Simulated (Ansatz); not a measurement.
# HfN (F-43m) in Ansatz: reference runs

How does HfN come out in PBE? The cell is run as given and disturbed.

All numbers are computed with Ansatz 0.2.0; they aren't measurements. Logs are shortened: lines on timing, memory, paths and dates and some standing lists are left out, and cuts for length are marked.

**1. The crystal as given**

Symmetry: F-43m, No. 216, cubic system. Conventional cell: a = 4.910 Å, b = 4.910 Å, c = 4.910 Å, α = 90.00°, β = 90.00°, γ = 90.00°. Hf (site symmetry -43m) is surrounded by 4 N at 2.13 Å. Around N (site symmetry -43m) lie 4 Hf at 2.13 Å.

The cell comes from a database or a generator and needn't be the stable form of this composition.

**2. Single point, PBE**

Contents of input.yaml:

```yaml
crystal:
  lattice:
    - [0.0, 2.454822, 2.454822]
    - [2.454822, 0.0, 2.454822]
    - [2.454822, 2.454822, 0.0]
  atoms:
    - { symbol: Hf, position: [0.0, 0.0, 0.0] }
    - { symbol: "N", position: [0.25, 0.25, 0.25] }
kpoints:
  mp_grid: { grid: [9, 9, 9] }
scf:
  occupations: { method: fermi_dirac, width: 0.05 }
hamiltonian:
  xc: pbe
  pseudopotentials: { kind: all_electron, lapw: { basis_error: 0.001 } }
output:
  forces: true
  stress: true
  eigenvalues: true
  populations: true
```

Potentials or basis: all-electron LAPW, scalar-relativistic.

On the command line:

```
$ ansatz run input.yaml --threads 1 --pin off --max-ram 3072MiB --backend cpu --events-out ev --progress --plain --runs-dir out
```

What it wrote:

```text
Warning: RAYON_NUM_THREADS=1 ignored (pool sized by the plan → 1); use --threads N
Hf: projections on atomic orbitals take those of the free atom 1s2 2s2 2p6 3s2 3p6 3d10 4s2 4p6 4d10 4f14 5s2 5p6 5d2 6s2, of charge +0.00 (hamiltonian.pseudopotentials.projection_atoms)
N: projections on atomic orbitals take those of the free atom 1s2 2s2 2p3, of charge +0.00 (hamiltonian.pseudopotentials.projection_atoms)
LAPW: plane waves up to 10.147 Å⁻¹, error target 1.0e-3 eV per atom; small_component_spin mean_spin; N in spheres of 0.890 Å, 7 of its electrons in bands, Dirac shells []; Hf in spheres of 1.236 Å, 44 of its electrons in bands, Dirac shells [] (how accurate: hamiltonian.pseudopotentials.lapw.basis_error, Limitations)
Engine: ansatz 0.2.0, aarch64-unknown-linux-gnu
Pseudopotentials: kind: all_electron
Pseudopotential: Hf, LAPW, valence charge 44, lapw/all_electron/scalar/gaussian/Hf, Koelling and Harmon's equation, gaussian nucleus
Pseudopotential: N, LAPW, valence charge 7, lapw/all_electron/scalar/gaussian/N, Koelling and Harmon's equation, gaussian nucleus
Functional definition: PBE
  parameter kappa = 0.804
  parameter beta = 0.06672455060314922
  exchange = pbe_x(kappa = kappa, mu = beta*pi^2/3)
  correlation = pbe_c(beta = beta)
Crystal: 2 atoms, lattice volume = 29.586 Å³
Basis set: ecut = 392.25198884319366 eV, 531 PW (Γ), exchange–correlation at level 2
Bands: 31, of which v1, the nominal top of the filled ones, is band 26 counted from 1 (25 counted from 0)
Symmetry: 24 space group operations
Space group: F-43m (ITA 216), of the structure as read, at distance tolerance 3.1e-5 Å
k-points: 35 of 729 (time reversal used)
Non-local potential: Hf, projectors of the file, none
Non-local potential: N, projectors of the file, none
Initial density: superposition of atomic densities (chi_scale 0.1, normalization cell, long waves kept (reshape's long-wave potential 0.00 eV rms))
Initial wavefunctions: plane waves of lowest kinetic energy (no species holds an atomic orbital)
Functional: x = pbe(κ = 0.804, μ = 0.2195149727645171), c = pbe(β = 0.06672455060314922)
iter 1 solved again at ethr=1.45e-2 eV; its pass at ethr=1.00e-1 eV (dr2=7.39e0 eV) is discarded
SCF iter   1: F=—  HF=-411745.836047 eV  |F-HF|=—  |Δ(HF+E_count)|=         —  Δρ=1.35e-1  dr2=7.39e0  ethr=1.45e-2  ⟨swp⟩=2.0  Hψ=6618  notcnv=0
preconditioner: auto → LDOS  [metal: Δε(μ)=0.023 eV  Ē_g=18.668 eV  σ=0.050 eV  W_gap=0.12  n_scr=14 (ndim 8)  ℏωp=36.8 eV  f_vac=0.016  D(μ)=1.24/eV (n_scr^D=14)  β→1.0]
iter 2 solved again at ethr=1.17e-3 eV; its pass at ethr=1.45e-2 eV (dr2=5.96e-1 eV) is discarded
SCF iter   2: F=—  HF=-411743.567160 eV  |F-HF|=—  |Δ(HF+E_count)|=    2.27e0  Δρ=4.82e-2  dr2=5.96e-1  ethr=1.17e-3  ⟨swp⟩=2.0  Hψ=5539  notcnv=0
preconditioner: auto → none  [insulator: Δε(μ)=0.210 eV  Ē_g=19.652 eV  σ=0.050 eV  W_gap=0.55  n_scr=14 (ndim 8)  ℏωp=36.8 eV  f_vac=0.077  D(μ)=0.55/eV (n_scr^D=0)  ε∞_Penn≈4.5  β→0.5]
SCF iter   3: F=—  HF=-411743.241790 eV  |F-HF|=—  |Δ(HF+E_count)|=   3.25e-1  Δρ=9.36e-3  dr2=2.55e-2  ethr=1.17e-3  ⟨swp⟩=2.8  Hψ=3432  notcnv=0
SCF iter   4: F=—  HF=-411743.210281 eV  |F-HF|=—  |Δ(HF+E_count)|=         —  Δρ=5.16e-3  dr2=8.05e-3  ethr=5.00e-5  ⟨swp⟩=2.0  Hψ=3439  notcnv=0
the basis was enlarged: its passes take 469.8 KiB over the memory plan, 1 of 1 planned eigensolver slots
SCF iter   5: F=—  HF=-411743.208853 eV  |F-HF|=—  |Δ(HF+E_count)|=   1.43e-3  Δρ=1.43e-3  dr2=4.82e-4  ethr=1.58e-5  ⟨swp⟩=2.1  Hψ=3288  notcnv=0
SCF iter   6: F=—  HF=-411743.208934 eV  |F-HF|=—  |Δ(HF+E_count)|=   8.03e-5  Δρ=3.83e-4  dr2=2.53e-5  ethr=9.45e-7  ⟨swp⟩=3.0  Hψ=3392  notcnv=0
SCF iter   7: F=—  HF=-411743.208965 eV  |F-HF|=—  |Δ(HF+E_count)|=   3.09e-5  Δρ=9.66e-5  dr2=3.12e-6  ethr=4.96e-8  ⟨swp⟩=3.0  Hψ=3429  notcnv=0
SCF iter   8: F=—  HF=-411743.208965 eV  |F-HF|=—  |Δ(HF+E_count)|=   1.02e-8  Δρ=1.76e-5  dr2=1.18e-7  ethr=6.13e-9  ⟨swp⟩=2.1  Hψ=3272  notcnv=0
SCF iter   9: F=-411743.208965 eV  HF=-411743.208965 eV  |F-HF|=7.57e-10  |Δ(HF+E_count)|=   3.34e-8  Δρ=6.23e-7  dr2=8.31e-11  ethr=2.31e-10  ⟨swp⟩=2.1  Hψ=3269  notcnv=0
SCF 1 converged in 9 iterations: F = -411743.208965 eV  dr2 = 8.31e-11
SCF converged after 9 iterations
Free energy (F): -411743.208965 eV
Harris-Foulkes:  -411743.208965 eV  (|F-HF|=7.57e-10)
Internal energy: -411743.203290 eV  (E = F + TS)
E sigma→0 (E₀):  -411743.206127 eV
Entropy (-TS):   -0.005674 eV (-2.837 meV/atom)
Fermi energy:    18.126545 eV
--- Per-component energies (eV) ---
  E_band       = -5656.617002
  E_kinetic    = 457968.321273
  E_xc         = -8603.369785
  E_electrostatic = -861108.154779  (all electrons and nuclei)
  E_smearing   = -0.005674  (= −TS)
  E_closure    = 0.000000  (closes the sum)
  E_atoms      = -411724.663545  (free atoms, spherical and without spin; not in F)
  Σ components = -411743.208965   (vs F -411743.208965, Δ=0.00e0)
  Basis errors (estimates in eV, not in F): energy 4.4e-4 per atom: plane waves 4.0e-4 (2.4e-4 summed), levels above the bands 7.6e-73, relativity 8.9e-8, radial functions 4.1e-5, core shells 1.8e-11; eigenvalues (radial functions only) 2.7e-6; not estimated: angular momenta, meshes, grids; target (lapw.basis_error) 1.0e-3; muffin-tin radii N 0.890 Å, Hf 1.236 Å
--- Forces (eV/Å), atoms counted from 1 ---
  atom   1  Hf     0.00000000    -0.00000000     0.00000000
  atom   2  N     -0.00000000     0.00000000     0.00000000
  max |Σ_I F_I| component: 3.70e-17 eV/Å
--- Stress (GPa, compression-positive) ---
        0.728902      -0.000000      -0.000000
       -0.000000       0.728902      -0.000000
       -0.000000      -0.000000       0.728902
  P = ⅓ Tr σ = 0.7289 GPa (7.289 kbar)
--- Band table (eV; the first three rows and the last of 35) ---
  k-point 0: bands = ["-489.1996", "-359.1137", "-355.9228", "-355.9228", "-355.9228", "-183.8023", "-183.8023", "-183.7819", "-183.7819", "-183.7819", "-44.4015", "-12.9740", "-12.9740", "-12.9740", "1.8242", "5.6494", "5.6494", "5.6494", "5.7179", "5.7179", "5.7179", "5.7952", "12.6683", "12.6683", "12.6683", "17.4521", "20.3607", "20.3607", "24.7065", "24.7065", "24.7065"]
  k-point 1: bands = ["-489.1996", "-359.1137", "-355.9228", "-355.9228", "-355.9228", "-183.8023", "-183.8023", "-183.7819", "-183.7819", "-183.7819", "-44.3991", "-13.0318", "-12.9814", "-12.9814", "1.9645", "5.6501", "5.6522", "5.6522", "5.7130", "5.7130", "5.7181", "5.8004", "12.4138", "12.7576", "12.7576", "18.0867", "20.1722", "20.1722", "24.3889", "24.9652", "24.9652"]
  k-point 2: bands = ["-489.1996", "-359.1137", "-355.9228", "-355.9228", "-355.9228", "-183.8023", "-183.8023", "-183.7819", "-183.7819", "-183.7819", "-44.3931", "-13.1746", "-13.0000", "-13.0000", "2.3067", "5.6536", "5.6586", "5.6586", "5.7023", "5.7023", "5.7185", "5.8073", "12.0818", "12.9636", "12.9636", "19.3426", "19.9637", "19.9637", "23.8010", "25.1319", "25.1319"]
  k-point 34: bands = ["-489.1996", "-359.1137", "-355.9228", "-355.9228", "-355.9228", "-183.8023", "-183.8023", "-183.7819", "-183.7819", "-183.7819", "-44.3747", "-13.3555", "-13.2201", "-13.1255", "3.2883", "5.6535", "5.6702", "5.6825", "5.6863", "5.6887", "5.6996", "5.7684", "12.3829", "13.1101", "14.4589", "16.9953", "19.5602", "21.6312", "23.3458", "24.5799", "27.3807"]
--- Löwdin populations: 2 sites ---
  site symbol       q [e]
     0     Hf     71.1981
     1      N      7.7114
  spilling = 0.001145 (of n_electrons = 79.000000)
```

populations.tsv:

```text
# site	symbol	l	j	q
# orbitals = lowdin
# n_electrons = 79.000000
# spilling = 0.001145
# projection_atom_Hf: 1s2 2s2 2p6 3s2 3p6 3d10 4s2 4p6 4d10 4f14 5s2 5p6 5d2 6s2
# projection_atom_N: 1s2 2s2 2p3
0	Hf	0_1S	-	2.000000
0	Hf	0_2S	-	1.999985
0	Hf	0_3S	-	1.999812
0	Hf	0_4S	-	1.998043
0	Hf	0_5S	-	1.965327
0	Hf	0_6S	-	0.500320
0	Hf	1_2P	-	6.000000
0	Hf	1_3P	-	5.999998
0	Hf	1_4P	-	5.999880
0	Hf	1_5P	-	5.978994
0	Hf	2_3D	-	10.000000
0	Hf	2_4D	-	9.999944
0	Hf	2_5D	-	2.761671
0	Hf	3_4F	-	13.994145
1	N	0_1S	-	1.995620
1	N	0_2S	-	1.508298
1	N	1_2P	-	4.207475
```

Wall time 42 s (1 thread of Arm Neoverse N1, shared host); peak memory 0.31 GiB.

Results:

| Item | Value |
| --- | --- |
| Free energy | -411743.2090 eV |
| Pressure | 0.7 GPa |
| Band gap on the k mesh | none (metal or under the smearing width) |
| Loewdin charges | Hf +0.80; N -0.71 e |

Levels at points of the mesh, in eV from the Fermi level:
```
           k point  band 23  band 24  band 25  band 26  band 27  band 28  band 29  band 30
(0.00, 0.00, 0.00)    -5.46    -5.46    -5.46    -0.67     2.23     2.23     6.58     6.58
```

**3. Single point, PBE (atoms moved at random, drawn with an rms of 0.05 Å)**

input.yaml: that of step 2 with these lines changed.

```diff
@@ -6,4 +6,4 @@
   atoms:
-    - { symbol: Hf, position: [0.0, 0.0, 0.0] }
-    - { symbol: "N", position: [0.25, 0.25, 0.25] }
+    - { symbol: Hf, position: [-0.001531, -0.002943, -0.0034] }
+    - { symbol: "N", position: [0.263783, 0.242806, 0.239363] }
 kpoints:
```

Potentials or basis: all-electron LAPW, scalar-relativistic.

On the command line:

```
$ ansatz run input.yaml --threads 1 --pin off --max-ram 3072MiB --backend cpu --events-out ev --progress --plain --runs-dir out
```

What it wrote:

```text
Warning: RAYON_NUM_THREADS=1 ignored (pool sized by the plan → 1); use --threads N
Hf: projections on atomic orbitals take those of the free atom 1s2 2s2 2p6 3s2 3p6 3d10 4s2 4p6 4d10 4f14 5s2 5p6 5d2 6s2, of charge +0.00 (hamiltonian.pseudopotentials.projection_atoms)
N: projections on atomic orbitals take those of the free atom 1s2 2s2 2p3, of charge +0.00 (hamiltonian.pseudopotentials.projection_atoms)
LAPW: plane waves up to 10.382 Å⁻¹, error target 1.0e-3 eV per atom; small_component_spin mean_spin; N in spheres of 0.869 Å, 7 of its electrons in bands, Dirac shells []; Hf in spheres of 1.214 Å, 44 of its electrons in bands, Dirac shells [] (how accurate: hamiltonian.pseudopotentials.lapw.basis_error, Limitations)
[... 9 set-up lines as earlier in the session ...]
Crystal: 2 atoms, lattice volume = 29.586 Å³
Basis set: ecut = 410.63176144666073 eV, 537 PW (Γ), exchange–correlation at level 2
[... 43 lines left out ...]
--- Forces (eV/Å), atoms counted from 1 ---
  atom   1  Hf    -0.35550231     0.26587439     0.34369880
  atom   2  N      0.35550956    -0.26587864    -0.34370539
  max |Σ_I F_I| component: 7.24e-6 eV/Å
--- Stress (GPa, compression-positive) ---
        0.945118      -1.629443      -1.249998
       -1.629443       0.952497       1.685478
       -1.249998       1.685478       0.946826
  P = ⅓ Tr σ = 0.9481 GPa (9.481 kbar)
--- Band table (eV; the first three rows and the last of 365) ---
  k-point 0: bands = ["-489.1986", "-359.1101", "-355.9238", "-355.9231", "-355.9187", "-183.8015", "-183.8014", "-183.7828", "-183.7820", "-183.7775", "-44.4011", "-12.9808", "-12.9719", "-12.9711", "1.8233", "5.6489", "5.6507", "5.6509", "5.7145", "5.7205", "5.7214", "5.7965", "12.5988", "12.6954", "12.7135", "17.4482", "20.3570", "20.3578", "24.5298", "24.6001", "25.0150"]
  k-point 1: bands = ["-489.1986", "-359.1101", "-355.9238", "-355.9231", "-355.9187", "-183.8015", "-183.8014", "-183.7828", "-183.7820", "-183.7775", "-44.3987", "-13.0293", "-12.9871", "-12.9791", "1.9598", "5.6512", "5.6523", "5.6536", "5.7100", "5.7156", "5.7213", "5.8020", "12.4416", "12.7057", "12.7714", "18.0891", "20.1783", "20.1834", "24.2476", "24.8820", "25.2067"]
  k-point 2: bands = ["-489.1986", "-359.1101", "-355.9238", "-355.9231", "-355.9187", "-183.8015", "-183.8014", "-183.7828", "-183.7820", "-183.7775", "-44.3927", "-13.1700", "-13.0062", "-12.9971", "2.2920", "5.6553", "5.6584", "5.6601", "5.6998", "5.7047", "5.7215", "5.8097", "12.1050", "12.9227", "12.9406", "19.3508", "19.9782", "20.0173", "23.7003", "25.1255", "25.2772"]
  k-point 364: bands = ["-489.1986", "-359.1101", "-355.9238", "-355.9231", "-355.9187", "-183.8015", "-183.8014", "-183.7828", "-183.7820", "-183.7775", "-44.3793", "-13.4471", "-13.0741", "-13.0425", "3.0470", "5.6574", "5.6617", "5.6824", "5.6977", "5.6981", "5.7116", "5.7593", "12.4948", "13.2413", "13.4748", "18.9111", "20.5485", "20.6108", "23.0585", "23.4943", "23.6248"]
--- Löwdin populations: 2 sites ---
  site symbol       q [e]
     0     Hf     71.1985
     1      N      7.7111
  spilling = 0.001144 (of n_electrons = 79.000000)
```

populations.tsv:

```text
# site	symbol	l	j	q
# orbitals = lowdin
# n_electrons = 79.000000
# spilling = 0.001144
# projection_atom_Hf: 1s2 2s2 2p6 3s2 3p6 3d10 4s2 4p6 4d10 4f14 5s2 5p6 5d2 6s2
# projection_atom_N: 1s2 2s2 2p3
0	Hf	0_1S	-	2.000000
0	Hf	0_2S	-	1.999985
0	Hf	0_3S	-	1.999811
0	Hf	0_4S	-	1.998040
0	Hf	0_5S	-	1.965263
0	Hf	0_6S	-	0.501367
0	Hf	1_2P	-	6.000000
0	Hf	1_3P	-	5.999998
0	Hf	1_4P	-	5.999878
0	Hf	1_5P	-	5.978885
0	Hf	2_3D	-	10.000000
0	Hf	2_4D	-	9.999944
0	Hf	2_5D	-	2.761198
0	Hf	3_4F	-	13.994131
1	N	0_1S	-	1.995614
1	N	0_2S	-	1.508573
1	N	1_2P	-	4.206910
```

Run time: 7.6 min. Hardware: 1 thread of Arm Neoverse N1, shared host; peak memory 1.1 GiB.

What came out:

* Free energy: -411743.1970 eV
* Pressure: 0.9 GPa
* Largest force: 0.561 eV/Å
* Band gap on the k mesh: none (metal or under the smearing width)
* Loewdin charges: Hf +0.80; N -0.71 e

Forces in eV/Å, atoms in the order of the input:
```
Hf  -0.356  0.266  0.344
N    0.356 -0.266 -0.344
```

Levels at points of the mesh, in eV from the Fermi level:
| k point | band 23 | band 24 | band 25 | band 26 | band 27 | band 28 | band 29 | band 30 |
| --- | --- | --- | --- | --- | --- | --- | --- | --- |
| (0.00, 0.00, 0.00) | -5.54 | -5.44 | -5.42 | -0.69 | 2.22 | 2.22 | 6.39 | 6.46 |

Spin-orbit coupling is left out, which matters for the levels of Hf.
